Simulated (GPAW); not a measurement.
Runs of GPAW 26.7.0 on Sn. The structure is cubic, space group Fd-3m (No. 227). Conventional cell: a = 6.467 Å, b = 6.467 Å, c = 6.467 Å, α = 90.00°, β = 90.00°, γ = 90.00°. Around Sn (site symmetry -43m) lie 4 Sn at 2.80 Å. This isn't the form of Sn at room conditions, which is tetragonal (white tin).

```tsv
task	level	potentials or basis	spin	cell	k mesh	cutoff (eV)	band path	band points	spin axis theta (degrees)	spin axis phi (degrees)	soc after scf	grid spacing	gap on the mesh (eV)	pressure (GPa)
band structure	PW91	PAW data sets generated in the run's folder for this functional, pw	SOC, no magnetisation	as given	6 × 6 × 6	600	GXWKGLUWLK,UX	60	90	45	second variation	-	-	(a)
gruneisen	revPBE	the program's PAW data sets (release 1.2.1) made for this functional, pw	off	relaxed	7 × 7 × 7	510	-	-	-	-	-	-	none	0.0
band structure	OLYP	PAW data sets generated in the run's folder for this functional, pw	SOC, no magnetisation	as given	6 × 6 × 6	600	GXWKGLUWLK,UX	60	54.7	45	second variation	-	-	4.5
gruneisen	RPBE+D3(BJ)	the program's PAW data sets (release 1.2.1) made for this functional, pw	off	relaxed	7 × 7 × 7	510	-	-	-	-	-	-	none	0.0
```

Alike in all rows: smearing fermi-dirac 0.05 eV.

Q: Estimate the missing entries.

A: (a) 3.4.

Caveats: spin-orbit coupling was added after a scalar SCF, so levels and gaps hold it while energy, forces, pressure and moments don't (some runs); this program's spin-orbit splittings come out too wide for heavy elements (some runs); the cutoff is short for stress and forces, so pressures can be off by a GPa or more (some runs); the density grid can change from cell to cell, which puts small steps into energies and stress (some runs); pairwise dispersion overbinds metals, which lowers pressure and volume (some runs).

A k mesh can miss the band edges, and rows without SOC leave out spin-orbit coupling on Sn.

A gap of «none» marks a metal or a gap under the smearing width.
